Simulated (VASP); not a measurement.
Method: PBE GGA, VASP's PBE PAW potentials (set 64) (plane waves; VASP).

VASP ran on this input.

INCAR:
```
! general
SYSTEM =BaSnO3
PREC   =Accurate
ENCUT  =520
LREAL  =F
LASPH  =T
ICHARG =11

! electronic loop
EDIFF  =1E-7
NELM   =100
ALGO   =Normal
LMAXMIX=4

! smearing
ISMEAR =0
SIGMA  =0.05

! functional
GGA    =PE

! output
LWAVE  =F
LCHARG =F
LORBIT =11
```

File KPOINTS:
```
k-points along high-symmetry lines
15
Line-mode
Reciprocal
  0.000000   0.000000   0.000000 ! GAMMA
  0.000000   0.500000   0.000000 ! X

  0.000000   0.500000   0.000000 ! X
  0.500000   0.500000   0.000000 ! M

  0.500000   0.500000   0.000000 ! M
  0.000000   0.000000   0.000000 ! GAMMA

  0.000000   0.000000   0.000000 ! GAMMA
  0.500000   0.500000   0.500000 ! R

  0.500000   0.500000   0.500000 ! R
  0.000000   0.500000   0.000000 ! X

  0.500000   0.500000   0.500000 ! R
  0.500000   0.500000   0.000000 ! M
```

### POSCAR
```
BaSnO3
1
    4.1882094182     0.0000000000     0.0000000000
    0.0000000000     4.1882094182     0.0000000000
    0.0000000000     0.0000000000     4.1882094182
Ba Sn O
1 1 3
Direct
  0.0000000000   0.0000000000   0.0000000000
  0.5000000000   0.5000000000   0.5000000000
  0.5000000000   0.0000000000   0.5000000000
  0.0000000000   0.5000000000   0.5000000000
  0.5000000000   0.5000000000   0.0000000000
```

POTCAR, in this order: Ba_sv Sn_d O (PBE.64 set). Program: vasp_std. Read from the step before: CHGCAR.

What VASP printed:

OSZICAR:
```
       N       E                     dE             d eps       ncg     rms          rms(c)
DAV:   1     0.453216497919E+03    0.45322E+03   -0.21756E+04  4702   0.221E+03
DAV:   2     0.263998154980E+02   -0.42682E+03   -0.41659E+03  5102   0.565E+02
DAV:   3    -0.279939449696E+02   -0.54394E+02   -0.53096E+02  5465   0.170E+02
DAV:   4    -0.301359405910E+02   -0.21420E+01   -0.21361E+01  5682   0.358E+01
DAV:   5    -0.302062337451E+02   -0.70293E-01   -0.70271E-01  6778   0.587E+00
DAV:   6    -0.302074181803E+02   -0.11844E-02   -0.11843E-02  5837   0.681E-01
DAV:   7    -0.302074564236E+02   -0.38243E-04   -0.38241E-04  6812   0.109E-01
DAV:   8    -0.302074568644E+02   -0.44086E-06   -0.44101E-06  5856   0.121E-02
DAV:   9    -0.302074568725E+02   -0.81195E-08   -0.84708E-08  4695   0.173E-03
   1 F= -.30207457E+02 E0= -.30207457E+02  d E =-.690154E-07
```

### OUTCAR
```
 val. band max:        4.0546370514   @ k =   0.5000   0.5000   0.5000

 cond. band min:       4.3845908740   @ k =   0.0000   0.0000   0.0000



 k-point     1 :       0.0000    0.0000    0.0000
  band No.  band energies     occupation
      1     -21.0764      2.00000
      2     -16.6129      2.00000
      3     -16.6129      2.00000
      4     -15.9505      2.00000
      5     -15.9505      2.00000
      6     -15.9505      2.00000
      7     -13.4554      2.00000
      8     -10.8674      2.00000
      9     -10.8674      2.00000
     10      -6.2690      2.00000
     11      -6.2690      2.00000
     12      -6.2690      2.00000
     13      -0.3665      2.00000
     14      -0.3665      2.00000
     15      -0.3665      2.00000
     16       3.0879      2.00000
     17       3.0879      2.00000
     18       3.0879      2.00000
     19       3.5329      2.00000
     20       3.5329      2.00000
     21       3.5329      2.00000
     22       4.3846      0.00001
     23       8.9092      0.00000
     24       8.9092      0.00000
     25      11.1768      0.00000

 k-point     2 :       0.0000    0.0357    0.0000
  band No.  band energies     occupation
      1     -21.0756      2.00000
      2     -16.6128      2.00000
      3     -16.6098      2.00000
      4     -15.9507      2.00000
      5     -15.9507      2.00000
      6     -15.9505      2.00000
      7     -13.4535      2.00000
      8     -10.8825      2.00000
      9     -10.8673      2.00000
     10      -6.2670      2.00000
     11      -6.2670      2.00000
     12      -6.2646      2.00000
     13      -0.3724      2.00000
     14      -0.3674      2.00000
     15      -0.3674      2.00000
     16       3.0780      2.00000
     17       3.0833      2.00000
     18       3.0833      2.00000
     19       3.4692      2.00000
     20       3.5287      2.00000
     21       3.5287      2.00000
     22       4.4701      0.00000
     23       8.9304      0.00000
     24       8.9310      0.00000
...
```

The density is held fixed in this step, so its total energy and stress have no physical meaning. Unless said otherwise, spin-orbit coupling is left out, though it shifts the bands of the heavy elements here.

The compound is BaSnO3 in the cubic perovskite structure. It was relaxed first, which changed the volume by +5 %.
